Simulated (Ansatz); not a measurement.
Rows from a G0W0 calculation on CdS (Greenockite) (Ansatz 0.2.0; G0W0 on PBE+U, plane waves, PAW; PAW set soft_1; 6×6×4 mesh, 415 empty bands, screening to 150 eV, PAW set soft_1 files), in eV. Spin-orbit coupling is left out.

| row | Σx | Σc | Vxc | Z |
| --- | --- | --- | --- | --- |
| A | -8.75 | -3.59 | -12.45 | 0.80 |
| B | -8.16 | -3.99 | -12.42 | 0.79 |
| C | -20.44 | 1.99 | -17.76 | 0.75 |

Which rows are filled states and which are empty ones, and how can one tell?

Filled: C. Empty: A and B. The sign of Σc tells: for a filled state bare exchange, which holds its interaction with itself, lies below Vxc (Σx − Vxc is -2.7 eV or lower here) and screening gives part back as a positive Σc. For an empty state Σx lies above Vxc (+3.7 eV or more) and the Coulomb hole leaves Σc negative.

[Runs of the session that timed out or met a known fault of the program may be left out.]

[Cells called generated may have been cut or substituted from an entry of the Crystallography Open Database or the Materials Project.]

[Hosts, paths, dates, database ids (printed as entryN), source tags and the programs' standing remarks are cut or masked in the printed files.]
